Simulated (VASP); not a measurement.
Data:

```xyz
2
Lattice="0.0000 3.0919 3.0919 3.0919 0.0000 3.0919 3.0919 3.0919 0.0000" Properties=species:S:1:pos:R:3 pbc="T T T"
Zn     0.0000     0.0000     0.0000
Te     1.5460     1.5460     1.5460
```

Computed with PBE GGA, VASP's PBE PAW potentials (set 64) (plane waves; VASP). Settings: 520 eV cut-off, Gaussian smearing of 0.050 eV, potentials Zn Te.

Unless said otherwise, spin-orbit coupling is left out, though it shifts the bands of the heavy elements here.

**Question.** Predict the band gap (along the path) with the smallest direct gap where there is one.

**Answer.** 
| Quantity | Value |
|---|---|
| band gap (along the path) | 1.06 eV |
| smallest direct gap (along the path) | 1.06 eV |

The absolute energy has meaning only against runs of the same code, potentials and settings.

The compound is ZnTe in the zinc blende structure. It was relaxed first.
